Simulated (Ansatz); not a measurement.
The system is SiNi.

```
CELL_PARAMETERS angstrom
2.94277 0.00000 0.00000
0.00000 3.28033 0.00000
0.00000 0.00000 4.67745
ATOMIC_POSITIONS crystal
Ni 0.50000 0.50000 0.34250
Ni 0.00000 0.00000 0.65750
Si 0.50000 0.50000 0.84314
Si 0.00000 0.00000 0.15686
```

The cell is a database's computed one.

A run of Ansatz 0.2.0 on this cell left the log below. Logs are shortened: lines on timing, memory, paths and dates and some standing lists are left out, and cuts for length are marked.

```text
Warning: RAYON_NUM_THREADS=4 ignored (pool sized by the plan → 4); use --threads N
The last accepted step is kept in <dir> (removed where the run ends without a failure and the disk answers)
LAPW: plane waves up to 8.761 Å⁻¹, error target 2.0e-3 eV per atom; small_component_spin mean_spin; Si in spheres of 1.031 Å, 12 of its electrons in bands, Dirac shells []; Ni in spheres of 1.235 Å, 18 of its electrons in bands, Dirac shells [] (how accurate: hamiltonian.pseudopotentials.lapw.basis_error, Limitations)
Engine: ansatz 0.2.0, x86_64-unknown-linux-gnu
Pseudopotentials: kind: all_electron
Pseudopotential: Ni, LAPW, valence charge 18, lapw/all_electron/scalar/gaussian/Ni, Koelling and Harmon's equation, gaussian nucleus
Pseudopotential: Si, LAPW, valence charge 12, lapw/all_electron/scalar/gaussian/Si, Koelling and Harmon's equation, gaussian nucleus
Functional definition: PBE
  parameter kappa = 0.804
  parameter beta = 0.06672455060314922
  exchange = pbe_x(kappa = kappa, mu = beta*pi^2/3)
  correlation = pbe_c(beta = beta)
Crystal: 4 atoms, lattice volume = 45.153 Å³
Basis set: ecut = 292.4300141169762 eV, 505 PW (Γ), exchange–correlation at level 2
Bands: 38, of which v1, the nominal top of the filled ones, is band 30 counted from 1 (29 counted from 0)
Symmetry: 8 space group operations
Space group: Pmmn (ITA 59), of the structure as read, at distance tolerance 3.6e-5 Å
Magnetic group: BNS 59.405 (UNI 503), of the structure as read, at distance tolerance 3.6e-5 Å
k-points: 48 of 210
Non-local potential: Ni, projectors of the file, none
Non-local potential: Si, projectors of the file, none
Initial density: superposition of atomic densities (chi_scale 0.1, normalization cell)
Starting moments: Σ|m| = 2 μB on 2 of 4 sites
Initial wavefunctions: plane waves of lowest kinetic energy (no species holds an atomic orbital)
Functional: x = pbe(κ = 0.804, μ = 0.2195149727645171), c = pbe(β = 0.06672455060314922)
iter 1 solved again at ethr=1.84e-3 eV; its pass at ethr=1.00e-1 eV (dr2=1.10e0 eV) is discarded
SCF iter   1: F=—  HF=-98551.562683 eV  |F-HF|=—  |Δ(HF+E_count)|=         —  Δρ=3.88e-2 (↑2.27e-2 ↓3.88e-2)  dr2=1.10e0  dr2_m=2.55e-1  M=0.392 μB ∫|m|=0.914 μB  β_m=0.30  ethr=1.84e-3  ⟨swp⟩=2.0  Hψ=24007  notcnv=0
Mixer restart at iter 1: flushing history
preconditioner: auto → Kerker (q_TF=auto, 2.861 Å⁻¹)  [metal: Δε(μ)=0.029 eV  Ē_g=9.641 eV  σ=0.050 eV  W_gap=0.14  n_scr=16 (ndim 8)  ℏωp=29.2 eV  f_vac=0.000  D(μ)=0.91/eV (n_scr^D=2)]
spin=Collinear: Kerker preconditioning applied to the charge; magnetization (m = ρ↑ − ρ↓) channel mixes plain (no charge-response kernel on spin).
SCF iter   2: F=—  HF=-98551.768565 eV  |F-HF|=—  |Δ(HF+E_count)|=   2.06e-1  Δρ=2.73e-2 (↑1.79e-2 ↓2.73e-2)  dr2=4.60e-1  dr2_m=1.43e-1  M=0.361 μB ∫|m|=0.786 μB  β_m=0.61  ethr=1.84e-3  ⟨swp⟩=2.0  Hψ=10561  notcnv=0
SCF iter   3: F=—  HF=-98552.611473 eV  |F-HF|=—  |Δ(HF+E_count)|=   8.43e-1  Δρ=2.16e-2 (↑1.04e-2 ↓2.16e-2)  dr2=8.00e-1  dr2_m=2.20e-2  M=0.144 μB ∫|m|=0.394 μB  β_m=0.48  ethr=7.67e-4  ⟨swp⟩=2.5  Hψ=10860  notcnv=0
iter 4 solved again at ethr=3.99e-6 eV; its pass at ethr=7.67e-4 eV (dr2=2.39e-3 eV) is discarded
[... 182 lines left out ...]
Spin contamination: 0.0000 ħ² per cell (⟨S²⟩ above its minimum at these occupations)
Per-site moments (μB) at R_I (Å): [(1.5941026276777848e-11, 1.2503726823088532), (1.5941026276777848e-11, 1.2503726823088532), (-1.999396204155346e-10, 1.0442484200143551), (-1.999396204155346e-10, 1.0442484200143551)]
Free energy (F): -98552.094461 eV
Harris-Foulkes:  -98552.094461 eV  (|F-HF|=2.36e-8)
Internal energy: -98552.086964 eV  (E = F + TS)
E sigma→0 (E₀):  -98552.090713 eV
Entropy (-TS):   -0.007497 eV (-1.874 meV/atom)
Fermi energy:    16.617354 eV
--- Per-component energies (eV) ---
  E_band       = -1932.060420
  E_kinetic    = 99920.721836
  E_xc         = -4602.249791
  E_electrostatic = -193870.559009  (all electrons and nuclei)
  E_smearing   = -0.007497  (= −TS)
  E_closure    = 0.000000  (closes the sum)
  E_atoms      = -98525.225573  (free atoms, spherical and without spin; not in F)
  Σ components = -98552.094461   (vs F -98552.094461, Δ=0.00e0)
  Basis errors (estimates in eV, not in F): energy 6.6e-4 per atom: plane waves 5.7e-4 (3.1e-4 summed), levels above the bands 1.4e-42, relativity 1.8e-8, radial functions 8.8e-5, core shells 3.3e-10; eigenvalues (radial functions only) 1.4e-6; not estimated: angular momenta, meshes, grids; target (lapw.basis_error) 2.0e-3; muffin-tin radii Si 1.044 Å, Ni 1.250 Å
--- Forces (eV/Å), atoms counted from 1 ---
  atom   1  Ni     0.00000000     0.00000000    -0.00177272
  atom   2  Ni    -0.00000000    -0.00000000     0.00177272
  atom   3  Si    -0.00000000    -0.00000000     0.00032082
  atom   4  Si     0.00000000     0.00000000    -0.00032082
  max |Σ_I F_I| component: 0.00e0 eV/Å
--- Stress (GPa, compression-positive) ---
        0.038281       0.000000       0.000000
        0.000000      -0.039744       0.000000
        0.000000       0.000000      -0.003754
  P = ⅓ Tr σ = -0.0017 GPa (-0.017 kbar)
--- Relaxed structure (11 steps of the walk, 10 accepted, 1 SCFs on fresh bases) ---
  F+E_penalty+E_count = -98552.09446134 eV   max|allowed force component| = 1.773e-3 eV/Å   (the final SCF, on the basis selected at the relaxed cell)
  cell:  # Å, volume = 46.9085 Å³
    - [3.221546282934527, 0.0, 0.0]
    - [0.0, 3.089089272838674, 0.0]
    - [0.0, 0.0, 4.713647328215521]
  atoms:
    - { symbol: Ni, position: [0.5, 0.5000000000000001, 0.3419063862107098] }
    - { symbol: Ni, position: [0.0, 0.0, 0.6580936137892903] }
    - { symbol: Si, position: [0.5, 0.5000000000000001, 0.8428740381803976] }
    - { symbol: Si, position: [0.0, 0.0, 0.15712596181960237] }
```

Write the input and the command behind it.

Relaxation of cell and atoms with PBE, collinear spin, ferromagnetic start. The files as run (others can give the same):

input.yaml
```yaml
crystal:
  lattice:
    - [2.94277066, 0.0, 0.0]
    - [0.0, 3.28032554, 0.0]
    - [0.0, 0.0, 4.67744676]
  atoms:
    - { symbol: Ni, position: [0.5, 0.5, 0.34249559], spin: 1.0 }
    - { symbol: Ni, position: [0.0, 0.0, 0.65750441], spin: 1.0 }
    - { symbol: Si, position: [0.5, 0.5, 0.84314316] }
    - { symbol: Si, position: [0.0, 0.0, 0.15685684] }
kpoints:
  mp_grid: { grid: [7, 6, 5] }
scf:
  occupations: { method: fermi_dirac, width: 0.05 }
hamiltonian:
  xc: pbe
  pseudopotentials: { kind: all_electron, lapw: { basis_error: 0.002 } }
magnetization:
  spin_polarized: true
output:
  forces: true
  stress: true
relax:
  f_tol: 0.02
  max_steps: 60
  cell: {}
```

Potentials or basis: all-electron LAPW, scalar-relativistic.
The run is started by
```sh
$ ansatz run input.yaml --threads 4 --pin off --max-ram 12288MiB --backend cpu --events-out ev --progress --plain --runs-dir out
```

Caveat: the k mesh is thin for a metal, which can move the energy by tens of meV per atom; the starting moments weren't kept.
